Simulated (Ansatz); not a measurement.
Bulk crystal (AlNi) after relaxation:

```cif
data_structure
_symmetry_space_group_name_H-M 'Pm-3m'
_symmetry_Int_Tables_number 221
_cell_length_a 2.8622
_cell_length_b 2.8622
_cell_length_c 2.8622
_cell_angle_alpha 90.000
_cell_angle_beta 90.000
_cell_angle_gamma 90.000
_cell_volume 23.45
loop_
_atom_site_label
_atom_site_type_symbol
_atom_site_symmetry_multiplicity
_atom_site_Wyckoff_symbol
_atom_site_fract_x
_atom_site_fract_y
_atom_site_fract_z
_atom_site_occupancy
Al1 Al 1 a 0.00000 0.00000 0.00000 1
Ni1 Ni 1 b 0.50000 0.50000 0.50000 1
```

Miller indices refer to the conventional cell of Pm-3m (No. 221), a = 2.862 Å, b = 2.862 Å, c = 2.862 Å, α = 90.00°, β = 90.00°, γ = 90.00°.

Method: DFT PBEsol, scalar-relativistic, plane waves, PAW in Ansatz 0.2.0. Cutoff 420 eV, Gaussian smearing of 0.10 eV, no spin polarisation. A dipole correction acts along the normal.

The slab isn't stoichiometric, so its surface energy depends on the chemical potentials; it is given with the excess atoms taken from the element's standard state, a limit at which the compound may itself be unstable, so the figure can be too low. The work function read from the bulk's Fermi level differs by 0.25 eV, so the slab's middle doesn't match the bulk reference (too thin, or relaxed to another structure or magnetic state). The slab's middle planes relax by over 3 % too, so it holds no bulk-like region.

A relaxed slab with low-index faces, about a nanometre thick, has these properties:

```json
{
 "Surface energy with the excess atoms taken from the elements": "1.61 J/m²",
 "Work function": "4.19 eV"
}
```

**Question.** Which low-index plane was cut, and which atoms end it?

**Answer.** The (111) plane, with Al in the top plane and Al in the bottom one as cut, before relaxation. The planes from bottom to top: Al, Ni, Al, Ni, Al, Ni, Al, Ni, Al, Ni, Al, Ni, Al.